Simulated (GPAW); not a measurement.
# CoO (R3m) in GPAW: a series of runs

One crystal, CoO, is run at these levels: BP86+D3(BJ), PBE; tasks: relaxation of cell and atoms, single point.

Everything below comes from runs of GPAW 26.7.0. Logs are shortened: lines on timing, memory, paths and dates and some standing lists are left out, and cuts for length are marked. The log counts tension as positive stress, the text compression.

**1. Starting point**

Symmetry: R3m, No. 160, trigonal system. Conventional cell: a = 3.204 Å, b = 3.204 Å, c = 7.699 Å, α = 90.00°, β = 90.00°, γ = 120.00°. Around Co (site symmetry 3m) lie 4 O at 1.91 to 1.96 Å. O (site symmetry 3m) is surrounded by 4 Co at 1.91 to 1.96 Å.

Measurements of this composition are mostly on another form, of space group No. 225.

**2. Relaxation of cell and atoms, BP86+D3(BJ), collinear spin, ferromagnetic start**

Input file run.py:

```python
from ase import Atoms
from ase.calculators.mixing import SumCalculator
from ase.filters import FrechetCellFilter
from ase.io import write
from ase.optimize import FIRE
from dftd3.ase import DFTD3
from gpaw import GPAW, PW, setup_paths

setup_paths.insert(0, '.')

atoms = Atoms(['Co', 'O'],
              cell=[[1.6022198417, 0.9250420569, 2.5664708903],
                    [-1.6022198417, 0.9250420569, 2.5664708903],
                    [0.0, -1.8500841138, 2.5664708903]],
              scaled_positions=[[0.99897832, 0.99897832, 0.99897832],
                                [0.75102103, 0.75102103, 0.75102103]],
              pbc=True)
atoms.set_initial_magnetic_moments([2.0, 0.0])

calc = GPAW(mode=PW(800),
            xc='GGA_X_B88+GGA_C_P86',
            kpts={'size': (6, 6, 6), 'gamma': True},
            occupations={'name': 'fermi-dirac', 'width': 0.05},
            nbands=17,
            convergence={'density': 1e-05, 'energy': 1e-05},
            maxiter=150,
            txt='gpaw.txt')
atoms.calc = SumCalculator([calc, DFTD3(method='bp', damping='d3bj')])
opt = FIRE(FrechetCellFilter(atoms), trajectory='relax.traj', logfile='-')
done = opt.run(fmax=0.02, steps=60)
calc.write('gs.gpw')
write('result.traj', atoms)
print('Converged:', done)
print('Cell:', atoms.cell.cellpar().round(4))
print('Volume:', round(atoms.get_volume(), 4))
print(atoms.get_scaled_positions().round(5))
```

Potentials or basis: PAW data sets generated in the run's folder for this functional, pw.

Started as:

```bash
gpaw-setup -f GGA_X_B88+GGA_C_P86 Co O
OMP_NUM_THREADS=1 python run.py
```

gpaw.txt:

```text
__  _  _
 | _ |_)|_||  |
 |__||  | ||/\| - 26.7.0

Input parameters:
  mode=PW(ecut=800.0),
  convergence={'density': 1e-05, 'energy': 1e-05},
  kpts=MonkhorstPack(size=(6, 6, 6), gamma=True),
  maxiter=150,
  nbands=17,
  occupations=Occupations(name='fermi-dirac', width=0.05),
  xc=XC(name='GGA_X_B88+GGA_C_P86')

Diagonalizing LCAO Hamiltonian
Converting LCAO to pw mode

       Co

       O

Atoms  # Å, Bohr magnetons
|   | symbol |         x |        y |        z |    initial magnetic moments |
|---|--------|-----------|----------|----------|-----------------------------|
| 0 |     Co | -0.000000 | 0.000000 | 7.691546 | ( 0.0000,  0.0000,  2.0000) |
| 1 |      O | -0.000000 | 0.000000 | 5.782421 | ( 0.0000,  0.0000,  0.0000) |

Unit cell  # Å
| periodic |         x |         y |        z |  lengths |    angles |
|----------|-----------|-----------|----------|----------|-----------|
|      yes |  1.602220 |  0.925042 | 2.566471 | 3.163793 | 60.851823 |
|      yes | -1.602220 |  0.925042 | 2.566471 | 3.163793 | 60.851823 |
|      yes |  0.000000 | -1.850084 | 2.566471 | 3.163793 | 60.851823 |

Number of symmetries: 6
Symmetry operations  # r_c * U_cc + t_c -> r_c
|   | kind |            matrix            |
|---|------|------------------------------|
| 0 |  E   |  1, 0, 0,  0, 1, 0,  0, 0, 1 |
| 1 |  σ   |  1, 0, 0,  0, 0, 1,  0, 1, 0 |
| 2 |  σ   |  0, 1, 0,  1, 0, 0,  0, 0, 1 |
| 3 |  C3  |  0, 1, 0,  0, 0, 1,  1, 0, 0 |
| 4 |  C3  |  0, 0, 1,  1, 0, 0,  0, 1, 0 |
| 5 |  σ   |  0, 0, 1,  0, 1, 0,  1, 0, 0 |
[... 196 lines left out ...]
No gap
No difference between direct/indirect transitions

Stress tensor  # eV/Ang^3
|         x |         y |         z |
|-----------|-----------|-----------|
|  0.010778 |  0.000000 | -0.000000 |
|  0.000000 |  0.010778 | -0.000000 |
| -0.000000 | -0.000000 | -0.025189 |

Forces  # eV/Ang
|        x |       y |        z |
|----------|---------|----------|
| -0.00000 | 0.00000 |  0.29514 |  # Co   0
| -0.00000 | 0.00000 | -0.29507 |  # O    1

Interpolating wave functions to new cell

       Co

       O

Atoms  # Å, Bohr magnetons
|   | symbol |         x |        y |        z |    initial magnetic moments |
|---|--------|-----------|----------|----------|-----------------------------|
| 0 |     Co | -0.000000 | 0.000000 | 7.687795 | ( 0.0000,  0.0000,  2.2576) |
| 1 |      O | -0.000000 | 0.000000 | 5.774445 | ( 0.0000,  0.0000,  0.2139) |

Unit cell  # Å
| periodic |         x |         y |        z |  lengths |    angles |
|----------|-----------|-----------|----------|----------|-----------|
|      yes |  1.597556 |  0.922349 | 2.564237 | 3.158833 | 60.761296 |
|      yes | -1.597556 |  0.922349 | 2.564237 | 3.158833 | 60.761296 |
|      yes | -0.000000 | -1.844698 | 2.564237 | 3.158833 | 60.761296 |
[... 185 lines left out ...]
| band index |      eig [eV] | occ [0-1] |      eig [eV] | occ [0-1] |
|------------|---------------|-----------|---------------|-----------|
|          0 |       -13.447 |     1.000 |       -12.983 |     1.000 |
|          1 |         0.449 |     1.000 |         1.557 |     1.000 |
|          2 |         0.479 |     1.000 |         1.605 |     1.000 |
|          3 |         0.480 |     1.000 |         1.606 |     1.000 |
|          4 |         4.584 |     1.000 |         6.097 |     1.000 |
|          5 |         4.584 |     1.000 |         6.098 |     1.000 |
|          6 |         6.811 |     0.066 |         7.334 |     0.000 |
|          7 |         7.046 |     0.001 |         9.327 |     0.000 |
|          8 |         7.047 |     0.001 |         9.330 |     0.000 |
|          9 |         7.163 |     0.000 |         9.393 |     0.000 |
|         10 |        20.659 |     0.000 |        21.121 |     0.000 |
|         11 |        20.659 |     0.000 |        21.121 |     0.000 |
|         12 |        21.179 |     0.000 |        21.642 |     0.000 |
|         13 |        26.831 |     0.000 |        27.375 |     0.000 |
|        ... |               |           |               |           |
|         16 |        27.318 |     0.000 |        27.826 |     0.000 |

No gap
No difference between direct/indirect transitions

Stress tensor  # eV/Ang^3
|         x |        y |         z |
|-----------|----------|-----------|
|  0.003035 | 0.000000 |  0.000000 |
| -0.000000 | 0.003035 |  0.000000 |
|  0.000000 | 0.000000 | -0.026696 |

Forces  # eV/Ang
|       x |        y |        z |
|---------|----------|----------|
| 0.00000 |  0.00000 |  0.23447 |  # Co   0
| 0.00000 | -0.00000 | -0.23441 |  # O    1

Interpolating wave functions to new cell

       Co

       O

Atoms  # Å, Bohr magnetons
|   | symbol |         x |        y |        z |    initial magnetic moments |
|---|--------|-----------|----------|----------|-----------------------------|
| 0 |     Co | -0.000000 | 0.000000 | 7.680068 | ( 0.0000,  0.0000,  2.2504) |
| 1 |      O | -0.000000 | 0.000000 | 5.759443 | ( 0.0000,  0.0000,  0.2137) |
[... 3840 lines left out ...]
Unit cell  # Å
| periodic |         x |         y |        z |  lengths |    angles |
|----------|-----------|-----------|----------|----------|-----------|
|      yes |  1.545852 |  0.892498 | 2.509502 | 3.079580 | 60.260621 |
|      yes | -1.545852 |  0.892498 | 2.509502 | 3.079580 | 60.260621 |
|      yes | -0.000000 | -1.784996 | 2.509502 | 3.079580 | 60.260621 |

Number of symmetries: 6
Symmetry operations  # r_c * U_cc + t_c -> r_c
|   | kind |            matrix            |
|---|------|------------------------------|
| 0 |  E   |  1, 0, 0,  0, 1, 0,  0, 0, 1 |
| 1 |  σ   |  1, 0, 0,  0, 0, 1,  0, 1, 0 |
| 2 |  σ   |  0, 1, 0,  1, 0, 0,  0, 0, 1 |
| 3 |  C3  |  0, 1, 0,  0, 0, 1,  1, 0, 0 |
| 4 |  C3
[... cut ...]
--------|
|          0 |       -13.030 |     1.000 |       -12.807 |     1.000 |
|          1 |         1.186 |     1.000 |         1.850 |     1.000 |
|          2 |         1.186 |     1.000 |         1.850 |     1.000 |
|          3 |         1.224 |     1.000 |         1.887 |     1.000 |
|          4 |         6.085 |     1.000 |         6.975 |     1.000 |
|          5 |         6.085 |     1.000 |         6.976 |     1.000 |
|          6 |         8.394 |     0.000 |         8.613 |     0.000 |
|          7 |         8.886 |     0.000 |        10.389 |     0.000 |
|          8 |         8.897 |     0.000 |        10.406 |     0.000 |
|          9 |         8.898 |     0.000 |        10.408 |     0.000 |
|         10 |        22.958 |     0.000 |        23.213 |     0.000 |
|         11 |        22.958 |     0.000 |        23.213 |     0.000 |
|         12 |        23.096 |     0.000 |        23.352 |     0.000 |
|         13 |        29.340 |     0.000 |        29.454 |     0.000 |
|        ... |               |           |               |           |
|         16 |        29.438 |     0.000 |        29.799 |     0.000 |

No gap
No difference between direct/indirect transitions
[... 1419 lines left out ...]
Stress tensor  # eV/Ang^3
|         x |         y |         z |
|-----------|-----------|-----------|
| -0.047883 |  0.000000 |  0.000000 |
|  0.000000 | -0.047883 |  0.000000 |
|  0.000000 |  0.000000 | -0.050353 |

Forces  # eV/Ang
|        x |        y |        z |
|----------|----------|----------|
|  0.00000 |  0.00000 |  0.00596 |  # Co   0
| -0.00000 | -0.00000 | -0.00592 |  # O    1

# Writing to gs.gpw (mode='')
```

stdout:

```text
Step          Energy          fmax
FIRE:    0      -15.520539        0.583072
FIRE:    1      -15.528296        0.497748
FIRE:    2      -15.538706        0.336505
FIRE:    3      -15.544788        0.130933
FIRE:    4      -15.542477        0.093309
FIRE:    5      -15.542518        0.089892
[... 19 lines left out ...]
FIRE:   25      -15.552651        0.025441
FIRE:   26      -15.552583        0.015099
Converged: True
Cell: [ 3.077   3.077   3.077  60.1696 60.1696 60.1696]
Volume: 20.6797
[[2.3000e-04 2.3000e-04 2.3000e-04]
 [7.4978e-01 7.4978e-01 7.4978e-01]]
```

It took 12 min on 1 thread of Arm Neoverse V2, shared host; peak memory 0.34 GiB.

What came out:

```yaml
Free_energy: -15.5603 eV
Relaxed_volume: 10.34 Å³/atom
Relaxed_cell: a = 3.077 Å, b = 3.077 Å, c = 3.077 Å, α = 60.17°, β = 60.17°, γ = 60.17°
Space_group_after_relaxing_to_0.05_Å: F-43m (No. 216)
Energy_gained_by_relaxing: 16.0 meV/atom
Ionic_steps: 27
Pressure_after_relaxing: -0.1 GPa
Largest_force_after_relaxing: 0.006 eV/Å
Band_gap_on_the_k_mesh: none (metal or under the smearing width)
Net_moment: 1.65 μB per cell
Site_moments: Co +1.47; O +0.10 μB
Dispersion_energy_per_atom: -0.502 eV
```

Forces in eV/Å, atoms in the order of the input:
```
Co   0.000  0.000  0.006
O    0.000  0.000 -0.006
```

Stress tensor (GPa, compression positive):
```
-0.23  0.00  0.00
 0.00 -0.23  0.00
 0.00  0.00  0.16
```

The path:
| step | energy change (eV) | largest force (eV/Å) | pressure (GPa) | volume (Å³) |
| --- | --- | --- | --- | --- |
| 1 | 0.0000 | 0.2946 | -6.27 | 22.82 |
| 2 | -0.0078 | 0.2340 | -5.45 | 22.67 |
| 3 | -0.0182 | 0.1248 | -3.86 | 22.39 |
| 4 | -0.0242 | 0.0022 | -1.74 | 22.02 |
| 5 | -0.0219 | 0.0927 | -0.40 | 21.61 |
| 6 | -0.0220 | 0.0893 | -0.39 | 21.61 |
| 7 | -0.0220 | 0.0818 | -0.39 | 21.61 |
| 8 | -0.0221 | 0.0714 | -0.40 | 21.60 |
| 9 | -0.0222 | 0.0580 | -0.41 | 21.59 |
| 10 | -0.0222 | 0.0427 | -0.46 | 21.58 |
| 11 | -0.0222 | 0.0264 | -0.57 | 21.56 |
| 12 | -0.0221 | 0.0113 | -0.84 | 21.54 |
| 13 | -0.0224 | 0.0010 | -1.43 | 21.52 |
| 14 | -0.0232 | 0.0111 | -1.95 | 21.47 |
| 15 | -0.0245 | 0.0246 | -2.12 | 21.40 |
| 16 | -0.0260 | 0.0383 | -2.00 | 21.30 |
| 17 | -0.0274 | 0.0454 | -1.64 | 21.17 |
| 18 | -0.0286 | 0.0364 | -1.51 | 20.99 |
| 19 | -0.0314 | 0.0052 | -0.79 | 20.77 |
| 20 | -0.0317 | 0.0342 | 1.29 | 20.52 |
| 21 | -0.0318 | 0.0318 | 1.22 | 20.53 |
| 22 | -0.0319 | 0.0272 | 1.09 | 20.54 |
| 23 | -0.0320 | 0.0211 | 0.90 | 20.56 |
| 24 | -0.0320 | 0.0137 | 0.68 | 20.59 |
| 25 | -0.0321 | 0.0058 | 0.42 | 20.62 |
| 26 | -0.0321 | 0.0012 | 0.16 | 20.65 |
| 27 | -0.0320 | 0.0058 | -0.10 | 20.68 |

Final structure:
```
Co O
1.0
     1.54246    0.89054    2.50915
    -1.54246    0.89054    2.50915
     0.00000   -1.78107    2.50915
Co O
1 1
Direct
  0.00023 0.00023 0.00023
  0.74978 0.74978 0.74978
```

Caveat: the k mesh is coarse (spacing up to 0.40 Å⁻¹), so the values aren't converged; each step starts from the last one's moments, so a moment once lost doesn't come back; later steps reuse the first step's grids; a cell with one magnetic atom can't hold antiferromagnetic order, which such compounds often take; semilocal functionals often make such compounds metallic where correlation or magnetic order opens a gap, which also shifts bond lengths; pairwise dispersion overbinds metals, which lowers pressure and volume.

[end of part 1 of 2]
